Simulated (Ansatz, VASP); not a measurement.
# PbS in VASP and in Ansatz

Contents of INCAR:

```
SYSTEM = PbS
PREC = Accurate
ENCUT = 520
EDIFF = 1E-8
ISMEAR = -1
SIGMA = 0.01
LREAL = .False.
LASPH = .True.
NELM = 100
ALGO = Normal
ISIF = 2
LWAVE = .False.
LCHARG = .False.
GGA = PE
LEFG = .True.
NBANDS = 17
```

File KPOINTS:

```
regular mesh
0
Gamma
  8 8 8
  0 0 0
```

The input POSCAR:

```
PbS
1.0
    0.0000000000      2.9147360524      2.9147360524
    2.9147360524      0.0000000000      2.9147360524
    2.9147360524      2.9147360524      0.0000000000
Pb S
1 1
Direct
    0.0000000000      0.0000000000      0.0000000000
    0.5000000000      0.5000000000      0.5000000000
```

Input for Ansatz:

```yaml
crystal:
  lattice:
    - [0.0, 2.9147360524, 2.9147360524]
    - [2.9147360524, 0.0, 2.9147360524]
    - [2.9147360524, 2.9147360524, 0.0]
  atoms:
    - { symbol: Pb, position: [0.0, 0.0, 0.0] }
    - { symbol: S, position: [0.5, 0.5, 0.5] }
kpoints:
  mp_grid: { grid: [8, 8, 8] }
scf:
  occupations: { method: fermi_dirac, width: 0.01 }
hamiltonian:
  xc: pbe
  pseudopotentials: { kind: paw }
output:
  forces: true
  stress: true
  eigenvalues: true
  efg: { contact_densities: true }
```

Change from the starting cell: volume scaled by 0.95, PAW files.

Alike in both runs: task electric field gradients; functional PBE; k mesh 8 × 8 × 8; occupations fermi-dirac, width 0.01 eV; no spin polarisation.

```csv
,VASP,Ansatz
version,VASP 6.6.1,Ansatz 0.2.0
potentials or method,"VASP PAW PBE potentials, release 64 (Pb_d, S)","PAW with Ansatz's default frozen-core files, scalar-relativistic"
plane-wave cutoff (eV),520,420
valence electrons in the cell,20,20
```

```csv
,VASP,Ansatz,Ansatz less VASP
pressure (GPa),5.8,5.8,+0.08
Vzz of the field gradient on the site that differs most (V/Å²),0.0,0.0,0.00
```

Ansatz warned: «gradients_without_spin_orbit».

Caveats: spin-orbit coupling is left out, which as a rule narrows the gap of such compounds by several tenths of an eV.
